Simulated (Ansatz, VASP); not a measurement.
**One calculation of Fe, two programs**

```
Fe
1.0
     2.45103    0.00000    0.00000
    -1.22551    2.12265    0.00000
     0.00000    0.00000    7.88939
Fe
4
Direct
  0.00000 0.00000 0.00000
  0.00000 0.00000 0.50000
  0.33333 0.66667 0.25000
  0.66667 0.33333 0.75000
```

Alike in both runs: task single point; functional PBE; k mesh 17 × 17 × 5; occupations fermi-dirac, width 0.1 eV; no spin polarisation.

|  | VASP | Ansatz |
| --- | --- | --- |
| version | VASP 6.6.1 | Ansatz 0.2.0 |
| potentials or method | VASP PAW PBE potentials, release 64 (Fe) | plane waves (420 eV) with PAW, scalar-relativistic |
| plane-wave cutoff (eV) | 520 | 420 |
| valence electrons in the cell | 32 | 64 |

Ansatz gave:

| Property | Result |
| --- | --- |
| pressure (GPa) | 0.0 |
| largest component of the traceless stress (GPa) | 0.02 |

Problem. Which values does VASP return?

Solution. Pressure (GPa): -0.7; largest component of the traceless stress (GPa): 0.07.

The two sets of potentials don't hold the same shells in valence.

Caveats: the run has no spin polarisation, though such a crystal can be magnetic. Spin polarisation is off, so any magnetic state and its effect on volume and gap are missing.
